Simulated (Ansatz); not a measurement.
The system is FePt (Tetraferroplatinum).

```xyz
2
Lattice="2.7235 0.0000 0.0000 0.0000 2.7235 0.0000 0.0000 0.0000 3.7200" Properties=species:S:1:pos:R:3 pbc="T T T"
Pt    1.3618    1.3618    1.8600
Fe    0.0000    0.0000    0.0000
```

Base run:

| Quantity | Value |
| --- | --- |
| Program | Ansatz 0.2.0 |
| Functional | RPBE |
| Potentials or basis | all-electron LAPW, scalar-relativistic |
| Cutoff | 282 eV (chosen from the basis error) |
| Basis error allowed | 0.001 eV/atom |
| k mesh | 10 × 10 × 7 |
| Occupations | fermi-dirac, width 0.05 eV |
| Spin | collinear spin, ferromagnetic start |
| Starting moments | [0.0, 3.0] μB |

Its results: pressure 8.4 GPa; net moment 3.31 μB per cell; site moments Pt +0.38; Fe +3.00 μB.

Question: After a change of settings the same cell gave: pressure 7.0 GPa; net moment 3.30 μB per cell; site moments Pt +0.38; Fe +2.99 μB. Which change was it?
A. functional from RPBE to revPBE
B. functional from RPBE to LDA
C. functional from RPBE to PBE; occupations from fermi-dirac, width 0.05 eV to gaussian, width 0.023 eV

Answer: A.
